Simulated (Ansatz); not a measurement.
## Field gradients against strain in TePb

```yaml
crystal:
  lattice:
    - [0.00000, 3.22700, 3.22700]
    - [3.22700, 0.00000, 3.22700]
    - [3.22700, 3.22700, 0.00000]
  atoms:
    - { symbol: Te, position: [0.50000, 0.50000, 0.50000] }
    - { symbol: Pb, position: [0.00000, 0.00000, 0.00000] }
```

Atom numbers follow the list: Te1, Pb2.

Conventional cell: a = 6.454 Å, b = 6.454 Å, c = 6.454 Å, α = 90.00°, β = 90.00°, γ = 90.00°. Around Te (atom 1) lie 6 Pb at 3.23 Å. Around Pb (atom 2) lie 6 Te at 3.23 Å.

The cell is COD entry 9008696, as deposited and not checked against the literature; nothing was relaxed.

All numbers below come from DFT, PBEsol, all-electron PAW with datasets made for the crystal, scalar-relativistic (Ansatz 0.2.0).

Numerical set-up: a Γ-centred 10×10×10 k mesh, Fermi–Dirac smearing of 0.03 eV, cutoff 240 eV (chosen by the program for this cell), no spin polarisation.

The strain is applied along the Cartesian axes of the cell as listed (the other components stay zero). Fractional coordinates are held (clamped ions).

The columns are Cartesian components of the electric field gradient at the nuclei, in 10²¹ V/m².

Spin–orbit coupling is left out, which moves gradients at and beside heavy atoms by some per cent and at worst by a factor of two.

Only quantities that a quadratic follows smoothly over the whole series are listed; rougher ones are left out.

```
    εzz  Vzz at Te1  Vzz at Pb2
-0.0200       -1.03       -7.14
 0.0000        0.00        0.00
 0.0100        0.42        3.38
 0.0200        0.77        6.63
```

Task: Fit the series and give the gradient–strain slopes.

Result: Least-squares fits y = p0 + p1 x + p2 x² to the rows give Vzz at Te1: p1 = 45, p2 = -330; Vzz at Pb2: p1 = 344, p2 = -640. The slopes p1 are in 10²¹ V/m² per unit strain, for clamped ions.

Task: One run, at εzz = -0.0100, is withheld. Predict its row.

Result: The fits give -0.48, -3.51; the run gave -0.48, -3.50.
